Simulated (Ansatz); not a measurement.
Runs of Ansatz 0.2.0 on SiC (Moissanite). It takes space group P6_3mc (No. 186, hexagonal). Conventional cell: a = 3.076 Å, b = 3.076 Å, c = 5.048 Å, α = 90.00°, β = 90.00°, γ = 120.00°. Si (site symmetry 3m) has 4 C at 1.87 to 1.94 Å as nearest neighbours. C (site symmetry 3m) is surrounded by 4 Si at 1.87 to 1.94 Å. 

| task | level | potentials or basis | cutoff (eV) | basis error allowed | gap on the mesh (eV) | pressure (GPa) | V0 of scaled cells (Å³/atom) | B0 (GPa) | largest force (eV/Å) |
| --- | --- | --- | --- | --- | --- | --- | --- | --- | --- |
| single point | PBEsol | all-electron LAPW, scalar-relativistic | 357 | 0.001 eV/atom | 2.33 | 0.2 | - | - | 0.75 |
| band structure | PBEsol | all-electron LAPW, non-relativistic | 325 | 0.002 eV/atom | 2.33 | (a) | - | - | 0.75 |
| equation of state | LDA | all-electron LAPW, scalar-relativistic | - | 0.002 eV/atom | - | - | 10.16 | 230 | - |
| equation of state | PBEsol | all-electron LAPW, scalar-relativistic | - | 0.002 eV/atom | - | - | 10.35 | 222 | - |
| equation of state | PBEsol | all-electron LAPW, scalar-relativistic | - | 0.001 eV/atom | - | - | 10.35 | 222 | - |
| band structure | PBE | all-electron LAPW, scalar-relativistic | 325 | 0.002 eV/atom | 2.48 | (b) | - | - | 0.75 |
| band structure | PBEsol | all-electron PAW datasets made for the crystal | 340 | - | 2.33 | 0.2 | - | - | 0.75 |
| band structure | PBEsol | all-electron LAPW, scalar-relativistic | 325 | 0.002 eV/atom | 2.33 | 0.2 | - | - | 0.75 |

Alike in all rows: no spin polarisation; cell as given; k mesh 10 × 10 × 5; smearing fermi-dirac 0.05 eV.

Question: Fill in the values left out.

Answer: (a) 0.4; (b) 3.7.

Caveats: the mesh misses the band edges, which the band path finds closer together (some runs); the cell was scaled at fixed shape and fractional positions, which overstates the stiffness of a crystal with free parameters, most of all of layers and chains (some runs); an odd mesh through Γ misses points on the zone boundary, where band edges often lie (some runs).

Not every run made on this cell is shown here.
